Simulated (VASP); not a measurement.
# PtS2 (P-3m1) in VASP: further runs, part 2 of 2

VASP 6.6.1. Earlier steps stand in the parts before.

## 4. G0W0 quasiparticle levels, PBE

The input, POSCAR:

```
PtS2
1.0
    3.5432000000      0.0000000000      0.0000000000
   -1.7716000000      3.0685012107      0.0000000000
    0.0000000000      0.0000000000      5.0388000000
Pt S
1 2
Direct
    0.0000000000      0.0000000000      0.0000000000
    0.6666666667      0.3333333333      0.7730000000
    0.3333333333      0.6666666667      0.2270000000
```

The input, INCAR.step1:

```
PREC = Accurate ; ENCUT = 450
EDIFF = 1E-8 ; ISMEAR = 0
SIGMA = 0.01 ; LREAL = False
LASPH = True ; NELM = 100
ALGO = Normal ; LWAVE = True
LCHARG = False ; GGA = PE
```

The input, INCAR.step2:

```
PREC = Accurate ; ENCUT = 450
EDIFF = 1E-8 ; ISMEAR = 0
SIGMA = 0.01 ; LREAL = False
LASPH = True ; NELM = 1
ALGO = Exact ; LWAVE = True
LCHARG = False ; GGA = PE
NBANDS = 43 ; LOPTICS = True
ISTART = 1
```

The input, INCAR.step3:

```
PREC = Accurate ; ENCUT = 450
EDIFF = 1E-8 ; ISMEAR = 0
SIGMA = 0.01 ; LREAL = False
LASPH = True ; ALGO = EVGW0
LWAVE = False ; LCHARG = False
GGA = PE ; NELMGW = 1
NBANDS = 43 ; ENCUTGW = 150
NOMEGA = 48 ; PRECFOCK = Fast
ISTART = 1 ; NBANDSGW = 19
```

The input, KPOINTS:

```
regular mesh
0
Gamma
  3 3 2
```

Potentials or basis: VASP PAW PBE potentials, release 64 (Pt_GW, S_GW).

Run with:

```
> cat potpaw_PBE.64/Pt_GW/POTCAR potpaw_PBE.64/S_GW/POTCAR > POTCAR
> cp INCAR.step1 INCAR
> mpirun -np 1 vasp_std > vasp.out
> cp INCAR.step2 INCAR
> mpirun -np 1 vasp_std > vasp.out
> cp INCAR.step3 INCAR
> mpirun -np 1 vasp_std > vasp.out
```

OUTCAR:

```text
PREC = Accurate
   ENCUT = 450
   EDIFF = 1E-8
   ISMEAR = 0
   LREAL = False
   LASPH = True
   GGA = PE
   NELMGW = 1
   ENCUTGW = 150
   PRECFOCK = Fast
   ISTART = 1

 Found      6 irreducible k-points:

 Following reciprocal coordinates:
            Coordinates               Weight
  0.000000  0.000000  0.000000      1.000000
  0.333333 -0.000000  0.000000      6.000000
  0.333333  0.333333  0.000000      2.000000
  0.000000  0.000000  0.500000      1.000000
  0.333333 -0.000000  0.500000      6.000000
  0.333333  0.333333  0.500000      2.000000
   k-points           NKPTS =      6   k-points in BZ     NKDIM =     18   number of bands    NBANDS=     43
   number of dos      NEDOS =    301   number of ions     NIONS =      3
   total plane-waves  NPLWV =  28224
   dimension x,y,z NGX =    28 NGY =   28 NGZ =   36
   dimension x,y,z NGXF=    56 NGYF=   56 NGZF=   72
   ions per type =               1   2
   NGX,Y,Z   is equivalent  to a cutoff of  13.14, 13.14, 11.88 a.u.
   NGXF,Y,Z  is equivalent  to a cutoff of  26.28, 26.28, 23.76 a.u.
 SYSTEM =  unknown system
   PREC   = accura    normal or accurate (medium, high low for compatibility)
   ISTART =      1    job   : 0-new  1-cont  2-samecut
[... 30 lines left out ...]
  Thomas-Fermi vector in A             =   2.343439
   LORBIT       =      0    0 simple, 1 ext, 2 COOP (PROOUT), +10 PAW based schemes
   GGA     = PE    functional components
   LHFCALC =     T    Hartree Fock is set to
   PRECFOCK=fast      Normal, Fast or Accurate (Low or Medium for compatibility)
   ENCUT4O =  -1.0   cutoff for four orbital integrals eV
   NKREDX  =     1    reduce k-point grid by
   NKREDY  =     1    reduce k-point grid by
   NKREDZ  =     1    reduce k-point grid by
   AEXX    =    1.0000 exact exchange contribution
   HFSCREEN=    0.0000 screening length (either q_TF or 0.3 A-1)
   HFSCREENC=   0.0000 screening length for correlation (either q_TF or 0.3 A-1)
   ENCUTFOCK=  -1.0 apply spherical cutoff to Coloumb kernel
   IVDW    =     0    specifies the selected vdW correction
   LEPSILON=     F    determine dielectric tensor
   LRPA    =     F    only Hartree local field effects (RPA)
   LRPAFORCE           =     F    calculate RPA forces
   ENCUTGW             = 150.0    cutoff for response function in eV
   ENCUTGWSOFT         = 120.0    soft cutoff for Coulomb kernel in GW response function in eV
   ENCUTLF             =  -1.0    cutoff for local field effects
   NELMGW              =     1    number of iterations in solving QP/BSE equation
   NELMHF              =     1    number of iterations in the inner HF iteration
   NKREDLFX            =     1    NKREDLFY  =   1   NKREDLFZ  =   1
 non-spin polarized calculation
 Gauss-broadening in eV      SIGMA  =   0.01
  energy-cutoff  :      450.00
  volume of cell :       54.78
 maximum number of plane-waves:      1206
 NGX is ok and might be reduce to    28
  NGX = 14; NGY = 14; NGZ = 20
   NGX = 13   NGY = 13   NGZ = 17
 maximum number of plane-waves:       250
 NGX is ok and might be reduce to    14

 QP shifts <psi_nk| G(iteration)W_0 |psi_nk>: iteration 1
 for sc-GW calculations column KS-energies equals QP-energies in previous step
 and V_xc(KS)=  KS-energies - (<T + V_ion + V_H > + <T+V_H+V_ion>^1  + <V_x>^1)

 k-point   1 :       0.0000    0.0000    0.0000
  band No.  KS-energies  QP-energies   sigma(KS)   V_xc(KS)     V^pw_x(r,r')   Z            occupation Imag(sigma)

      1      -8.8583      -8.6495     -12.8477     -13.1655     -21.5013       0.6569       2.0000       1.6590
      2      -5.6146      -5.5827     -13.9720     -14.0187     -21.2108       0.6817       2.0000       1.0746
      3      -0.3200      -0.1920     -12.9706     -13.1494     -18.0534       0.7160       2.0000       0.5035
      4      -0.3200      -0.1920     -12.9706     -13.1494     -18.0534       0.7160       2.0000       0.5035
      5      -0.2003      -0.3128     -12.1468     -11.9905     -17.6611       0.7196       2.0000       0.7916
      6       2.7428       2.8451     -12.7826     -12.9259     -18.0349       0.7136       2.0000       0.3294
[... 113 lines left out ...]
      5       0.2052       0.2336     -12.7506     -12.7892     -17.2706       0.7379       2.0000       0.5643
      6       2.3307       2.5134     -13.0177     -13.2671     -17.4454       0.7327       2.0000       0.3907
[... 11 lines left out ...]
     18      17.2992      18.2901      -9.8617     -11.1543      -5.1629       0.7666       0.0000      -0.3623
     19      17.2992      18.2901      -9.8617     -11.1543      -5.1629       0.7666       0.0000      -0.3623
```

OUTCAR.step2:

```text
PREC = Accurate
   ENCUT = 450
   EDIFF = 1E-8
   ISMEAR = 0
   LREAL = False
[... 601 lines left out ...]
     0.00000    14.09518    14.09518     8.74758    -0.00000    -0.00000     0.00000
     0.58257    14.49780    14.49780     8.91938    -0.00000    -0.00000     0.00000
     1.16514    15.97371    15.97371     9.53950    -0.00000    -0.00000     0.00000
     1.74771    19.98151    19.98151    11.15828    -0.00000    -0.00000     0.00000
     2.33028    33.46721    33.46721    17.97173    -0.00000    -0.00000     0.00000
     2.91284     6.92147     6.92147     4.93318     0.00000    -0.00000     0.00000
[... 92 lines left out ...]
    57.09175     0.82720     0.82720     0.82336     0.00000     0.00000    -0.00000
    57.67431     0.83114     0.83114     0.82744     0.00000     0.00000    -0.00000
```

It took 53 s on 1 thread of Intel Xeon Platinum 8559C (Emerald Rapids), shared host; peak memory 0.36 GiB.

These settings aren't checked as converged: the numbers below hold their error.

Results:

- Band gap on the k mesh, mean-field level: 1.18 eV, indirect (least direct gap 2.40 eV)
- Quasiparticle gap: 1.86 eV
- Least direct quasiparticle gap: 3.18 eV

Caveat: the k mesh is coarse (spacing up to 0.68 Å⁻¹), so the values aren't converged; bands, screening cutoff and mesh are small and nothing is extrapolated, so the quasiparticle values aren't converged; spin-orbit coupling is left out, which moves the levels of the heavy elements; an odd mesh through Γ misses points on the zone boundary, where band edges often lie.

## 5. G0W0 quasiparticle levels, PBE

POSCAR is that of step 4.

Edit INCAR.step1 of step 4 so:

```diff
@@ -1,2 +1,2 @@
-PREC = Accurate ; ENCUT = 450
+PREC = Accurate ; ENCUT = 350
 EDIFF = 1E-8 ; ISMEAR = 0
```

The input, INCAR.step2:

```
PREC = Accurate ; ENCUT = 350
EDIFF = 1E-8 ; ISMEAR = 0
SIGMA = 0.01 ; LREAL = False
LASPH = True ; NELM = 1
ALGO = Exact ; LWAVE = True
LCHARG = False ; GGA = PE
NBANDS = 76 ; LOPTICS = True
ISTART = 1
```

The input, INCAR.step3:

```
PREC = Accurate ; ENCUT = 350
EDIFF = 1E-8 ; ISMEAR = 0
SIGMA = 0.01 ; LREAL = False
LASPH = True ; ALGO = EVGW0
LWAVE = False ; LCHARG = False
GGA = PE ; NELMGW = 1
NBANDS = 76 ; ENCUTGW = 150
NOMEGA = 48 ; PRECFOCK = Fast
ISTART = 1 ; NBANDSGW = 19
```

KPOINTS is that of step 4.

Potentials or basis: VASP PAW PBE potentials, release 64 (Pt_GW, S_GW).

Run with:

```
> cat potpaw_PBE.64/Pt_GW/POTCAR potpaw_PBE.64/S_GW/POTCAR > POTCAR
> cp INCAR.step1 INCAR
> mpirun -np 1 vasp_std > vasp.out
> cp INCAR.step2 INCAR
> mpirun -np 1 vasp_std > vasp.out
> cp INCAR.step3 INCAR
> mpirun -np 1 vasp_std > vasp.out
```

OUTCAR:

```text
PREC = Accurate
   ENCUT = 350
   EDIFF = 1E-8
   ISMEAR = 0
   LREAL = False
   LASPH = True
   GGA = PE
   NELMGW = 1
   ENCUTGW = 150
   PRECFOCK = Fast
   ISTART = 1

 Found      6 irreducible k-points:

 Following reciprocal coordinates:
            Coordinates               Weight
  0.000000  0.000000  0.000000      1.000000
  0.333333 -0.000000  0.000000      6.000000
  0.333333  0.333333  0.000000      2.000000
  0.000000  0.000000  0.500000      1.000000
  0.333333 -0.000000  0.500000      6.000000
  0.333333  0.333333  0.500000      2.000000
   k-points           NKPTS =      6   k-points in BZ     NKDIM =     18   number of bands    NBANDS=     76
   number of dos      NEDOS =    301   number of ions     NIONS =      3
   total plane-waves  NPLWV =  18432
   dimension x,y,z NGX =    24 NGY =   24 NGZ =   32
   dimension x,y,z NGXF=    48 NGYF=   48 NGZF=   64
   ions per type =               1   2
   NGX,Y,Z   is equivalent  to a cutoff of  11.26, 11.26, 10.56 a.u.
   NGXF,Y,Z  is equivalent  to a cutoff of  22.52, 22.52, 21.12 a.u.
 SYSTEM =  unknown system
   PREC   = accura    normal or accurate (medium, high low for compatibility)
   ISTART =      1    job   : 0-new  1-cont  2-samecut
   ICHARG =      0    charge: 1-file 2-atom 10-const
[... 30 lines left out ...]
   LORBIT       =      0    0 simple, 1 ext, 2 COOP (PROOUT), +10 PAW based schemes
   GGA     = PE    functional components
   LHFCALC =     T    Hartree Fock is set to
   PRECFOCK=fast      Normal, Fast or Accurate (Low or Medium for compatibility)
   ENCUT4O =  -1.0   cutoff for four orbital integrals eV
   NKREDX  =     1    reduce k-point grid by
   NKREDY  =     1    reduce k-point grid by
   NKREDZ  =     1    reduce k-point grid by
   AEXX    =    1.0000 exact exchange contribution
   HFSCREEN=    0.0000 screening length (either q_TF or 0.3 A-1)
   HFSCREENC=   0.0000 screening length for correlation (either q_TF or 0.3 A-1)
   ENCUTFOCK=  -1.0 apply spherical cutoff to Coloumb kernel
   IVDW    =     0    specifies the selected vdW correction
   LEPSILON=     F    determine dielectric tensor
   LRPA    =     F    only Hartree local field effects (RPA)
   LRPAFORCE           =     F    calculate RPA forces
   ENCUTGW             = 150.0    cutoff for response function in eV
   ENCUTGWSOFT         = 120.0    soft cutoff for Coulomb kernel in GW response function in eV
   ENCUTLF             =  -1.0    cutoff for local field effects
   NELMGW              =     1    number of iterations in solving QP/BSE equation
   NELMHF              =     1    number of iterations in the inner HF iteration
   NKREDLFX            =     1    NKREDLFY  =   1   NKREDLFZ  =   1
 non-spin polarized calculation
 Gauss-broadening in eV      SIGMA  =   0.01
  energy-cutoff  :      350.00
  volume of cell :       54.78
 maximum number of plane-waves:       844
 NGX is ok and might be reduce to    24
  NGX = 12; NGY = 12; NGZ = 18
   NGX = 11   NGY = 11   NGZ = 15
 maximum number of plane-waves:       250

 QP shifts <psi_nk| G(iteration)W_0 |psi_nk>: iteration 1
 for sc-GW calculations column KS-energies equals QP-energies in previous step
 and V_xc(KS)=  KS-energies - (<T + V_ion + V_H > + <T+V_H+V_ion>^1  + <V_x>^1)

 k-point   1 :       0.0000    0.0000    0.0000
  band No.  KS-energies  QP-energies   sigma(KS)   V_xc(KS)     V^pw_x(r,r')   Z            occupation Imag(sigma)

      1      -8.8589      -8.8280     -13.1181     -13.1656     -21.5013       0.6499       2.0000       1.5308
      2      -5.6146      -5.7823     -14.2639     -14.0184     -21.2109       0.6829       2.0000       0.9799
      3      -0.3181      -0.4674     -13.3610     -13.1507     -18.0459       0.7096       2.0000       0.5229
      4      -0.3181      -0.4674     -13.3610     -13.1507     -18.0459       0.7096       2.0000       0.5229
      5      -0.1993      -0.5146     -12.4347     -11.9909     -17.6583       0.7103       2.0000       0.7482
      6       2.7459       2.5482     -13.2063     -12.9278     -18.0230       0.7099       2.0000       0.3057
[... 113 lines left out ...]
      5       0.2037      -0.0357     -13.1142     -12.7897     -17.2699       0.7376       2.0000       0.5168
      6       2.3328       2.2163     -13.4284     -13.2685     -17.4351       0.7287       2.0000       0.3912
[... 11 lines left out ...]
     18      17.3081      17.8737     -10.4013     -11.1452      -5.1585       0.7604       0.0000      -0.3171
     19      17.3081      17.8737     -10.4013     -11.1452      -5.1585       0.7604       0.0000      -0.3171
```

OUTCAR.step1:

```text
PREC = Accurate
   ENCUT = 350
   EDIFF = 1E-8
   ISMEAR = 0
   LREAL = False
[... 218 lines left out ...]
      0.00000      0.00000      0.00000        -0.000000      0.000000      0.000000
      1.77160      1.02283      3.89499        -0.000000     -0.000000     -1.151922
     -0.00000      2.04567      1.14381         0.000000      0.000000      1.151922
 -----------------------------------------------------------------------------------
    total drift:                                0.000000     -0.000000     -0.000000

  FREE ENERGIE OF THE ION-ELECTRON SYSTEM (eV)
  ---------------------------------------------------
  free  energy   TOTEN  =       -15.3521274558 eV

  energy  without entropy=      -15.3521274558  energy(sigma->0) =      -15.35212746
```

OUTCAR.step2:

```text
PREC = Accurate
   ENCUT = 350
   EDIFF = 1E-8
   ISMEAR = 0
   LREAL = False
[... 601 lines left out ...]
     0.00000    14.08224    14.08224     8.72952    -0.00000     0.00000    -0.00000
     0.85443    14.98741    14.98741     9.10610    -0.00000     0.00000    -0.00000
     1.70886    19.46372    19.46372    10.87664    -0.00000     0.00000    -0.00000
     2.56328     8.64400     8.64400     6.95329     0.00000     0.00000    -0.00000
     3.41771    10.48028    10.48028    14.27327     0.00000     0.00000    -0.00000
     4.27214    -5.90071    -5.90071     1.75363     0.00000     0.00000    -0.00000
[... 92 lines left out ...]
    83.73393     0.90770     0.90770     0.90517    -0.00000    -0.00000     0.00000
    84.58836     0.90979     0.90979     0.90734    -0.00000    -0.00000     0.00000
```

Run time: 44 s. Hardware: 1 thread of Intel Xeon Platinum 8559C (Emerald Rapids), shared host; peak memory 0.25 GiB.

The run converged, but some of its settings lie outside the range that counts as converged, so its numbers aren't taken as properties of the crystal.

Results:

| Item | Value |
| --- | --- |
| Band gap on the k mesh, mean-field level | 1.18 eV, indirect (least direct gap 2.40 eV) |
| Quasiparticle gap | 1.80 eV |
| Least direct quasiparticle gap | 3.12 eV |

Caveat: the k mesh is coarse (spacing up to 0.68 Å⁻¹), so the values aren't converged; bands, screening cutoff and mesh are small and nothing is extrapolated, so the quasiparticle values aren't converged; spin-orbit coupling is left out, which moves the levels of the heavy elements; an odd mesh through Γ misses points on the zone boundary, where band edges often lie.

## 6. G0W0 quasiparticle levels, PBE

POSCAR is that of step 5.

Edit INCAR.step1 of step 5 so:

```diff
@@ -1,2 +1,2 @@
-PREC = Accurate ; ENCUT = 350
+PREC = Accurate ; ENCUT = 450
 EDIFF = 1E-8 ; ISMEAR = 0
```

The input, INCAR.step2:

```
PREC = Accurate ; ENCUT = 450
EDIFF = 1E-8 ; ISMEAR = 0
SIGMA = 0.01 ; LREAL = False
LASPH = True ; NELM = 1
ALGO = Exact ; LWAVE = True
LCHARG = False ; GGA = PE
NBANDS = 142 ; LOPTICS = True
ISTART = 1
```

The input, INCAR.step3:

```
PREC = Accurate ; ENCUT = 450
EDIFF = 1E-8 ; ISMEAR = 0
SIGMA = 0.01 ; LREAL = False
LASPH = True ; ALGO = EVGW0
LWAVE = False ; LCHARG = False
GGA = PE ; NELMGW = 1
NBANDS = 142 ; ENCUTGW = 75
NOMEGA = 48 ; PRECFOCK = Fast
ISTART = 1 ; NBANDSGW = 19
```

KPOINTS is that of step 5.

Potentials or basis: VASP PAW PBE potentials, release 64 (Pt_GW, S_GW).

Run with:

```
> cat potpaw_PBE.64/Pt_GW/POTCAR potpaw_PBE.64/S_GW/POTCAR > POTCAR
> cp INCAR.step1 INCAR
> mpirun -np 1 vasp_std > vasp.out
> cp INCAR.step2 INCAR
> mpirun -np 1 vasp_std > vasp.out
> cp INCAR.step3 INCAR
> mpirun -np 1 vasp_std > vasp.out
```

OUTCAR:

```text
PREC = Accurate
   ENCUT = 450
   EDIFF = 1E-8
   ISMEAR = 0
   LREAL = False
   LASPH = True
   GGA = PE
   NELMGW = 1
   ENCUTGW = 75
   PRECFOCK = Fast
   ISTART = 1

 Found      6 irreducible k-points:

 Following reciprocal coordinates:
            Coordinates               Weight
  0.000000  0.000000  0.000000      1.000000
  0.333333 -0.000000  0.000000      6.000000
  0.333333  0.333333  0.000000      2.000000
  0.000000  0.000000  0.500000      1.000000
  0.333333 -0.000000  0.500000      6.000000
  0.333333  0.333333  0.500000      2.000000
   k-points           NKPTS =      6   k-points in BZ     NKDIM =     18   number of bands    NBANDS=    142
   number of dos      NEDOS =    301   number of ions     NIONS =      3
[... 57 lines left out ...]
   ENCUTGWSOFT         =  60.0    soft cutoff for Coulomb kernel in GW response function in eV
   ENCUTLF             =  -1.0    cutoff for local field effects
   NELMGW              =     1    number of iterations in solving QP/BSE equation
   NELMHF              =     1    number of iterations in the inner HF iteration
   NKREDLFX            =     1    NKREDLFY  =   1   NKREDLFZ  =   1
 non-spin polarized calculation
 Gauss-broadening in eV      SIGMA  =   0.01
  energy-cutoff  :      450.00
  volume of cell :       54.78
 maximum number of plane-waves:      1206
 NGX is ok and might be reduce to    28
  NGX = 14; NGY = 14; NGZ = 20
   NGX = 13   NGY = 13   NGZ = 17
 maximum number of plane-waves:        97
 NGX is ok and might be reduce to    10

 QP shifts <psi_nk| G(iteration)W_0 |psi_nk>: iteration 1
 for sc-GW calculations column KS-energies equals QP-energies in previous step
 and V_xc(KS)=  KS-energies - (<T + V_ion + V_H > + <T+V_H+V_ion>^1  + <V_x>^1)

 k-point   1 :       0.0000    0.0000    0.0000
  band No.  KS-energies  QP-energies   sigma(KS)   V_xc(KS)     V^pw_x(r,r')   Z            occupation Imag(sigma)

      1      -8.8583      -8.8224     -13.1106     -13.1655     -21.5013       0.6537       2.0000       1.5088
      2      -5.6146      -5.7290     -14.1856     -14.0187     -21.2108       0.6852       2.0000       0.9827
      3      -0.3200      -0.6751     -13.6464     -13.1494     -18.0534       0.7146       2.0000       0.4657
      4      -0.3200      -0.6751     -13.6464     -13.1494     -18.0534       0.7146       2.0000       0.4657
      5      -0.2003      -0.6485     -12.6189     -11.9905     -17.6611       0.7133       2.0000       0.7082
      6       2.7428       2.2627     -13.5948     -12.9259     -18.0349       0.7177       2.0000       0.2564
[... 113 lines left out ...]
      5       0.2052      -0.1354     -13.2500     -12.7892     -17.2706       0.7392       2.0000       0.4974
      6       2.3307       2.0249     -13.6826     -13.2671     -17.4454       0.7360       2.0000       0.3486
[... 11 lines left out ...]
     18      17.2992      17.6747     -10.6601     -11.1543      -5.1629       0.7598       0.0000      -0.3091
     19      17.2992      17.6747     -10.6601     -11.1543      -5.1629       0.7598       0.0000      -0.3091
```

It took 67 s on 1 thread of Intel Xeon Platinum 8559C (Emerald Rapids), shared host; peak memory 0.38 GiB.

The run converged, but some of its settings lie outside the range that counts as converged, so its numbers aren't taken as properties of the crystal.

What came out:

- Band gap on the k mesh, mean-field level: 1.18 eV, indirect (least direct gap 2.40 eV)
- Quasiparticle gap: 1.65 eV
- Least direct quasiparticle gap: 3.02 eV

Caveat: the k mesh is coarse (spacing up to 0.68 Å⁻¹), so the values aren't converged; bands, screening cutoff and mesh are small and nothing is extrapolated, so the quasiparticle values aren't converged; spin-orbit coupling is left out, which moves the levels of the heavy elements; an odd mesh through Γ misses points on the zone boundary, where band edges often lie.

## 7. For comparison

An earlier run on the cell as given: functional PBEsol; potentials or basis VASP PAW PBE potentials, release 64 (Pt, S); cutoff 520 eV; k mesh 9 × 9 × 5; occupations fermi-dirac, width 0.05 eV; no spin polarisation.

* Pressure: 6.1 GPa
* Largest force: 0.930 eV/Å
* Band gap on the k mesh: 0.96 eV, indirect (least direct gap 1.00 eV)
